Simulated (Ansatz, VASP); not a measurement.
## Sb in VASP and in Ansatz

```
Sb
1.0
     5.72104    0.00000    0.00000
     0.00000    5.72104    0.00000
     0.00000    0.00000    2.67264
Sb
3
Direct
  0.00000 0.00000 0.00000
  0.00000 0.50000 0.00000
  0.50000 0.00000 0.00000
```

Alike in both runs: task single point; functional PBE; k mesh 4 × 4 × 6; occupations gaussian, width 0.1 eV; no spin polarisation.

|  | VASP | Ansatz |
| --- | --- | --- |
| version | VASP 6.6.1 | Ansatz 0.2.0 |
| potentials or method | VASP PAW PBE potentials, release 64 (Sb) | scalar-relativistic, plane waves, PAW |
| plane-wave cutoff (eV) | 520 | 420 |
| valence electrons in the cell | 15 | 45 |

VASP gave:

```
gap on the k mesh at the Fermi level (eV)       : none
pressure (GPa)                                  : 18.8
largest component of the traceless stress (GPa) : 13.18
```

Q: What did Ansatz give for the same quantities?

A: gap on the k mesh at the Fermi level (eV): none; pressure (GPa): 18.5; largest component of the traceless stress (GPa): 12.93.

A gap of «none» marks a metal or a gap that the smearing closes. The two sets of potentials don't hold the same shells in valence.

Caveats: the k mesh is coarse (spacing up to 0.39 Å⁻¹), so the values aren't converged; so large a pressure means that the cell lies far from this level's equilibrium, or that cutoff or potentials fall short (VASP). Spin-orbit coupling is left out, which matters for the levels of Sb.
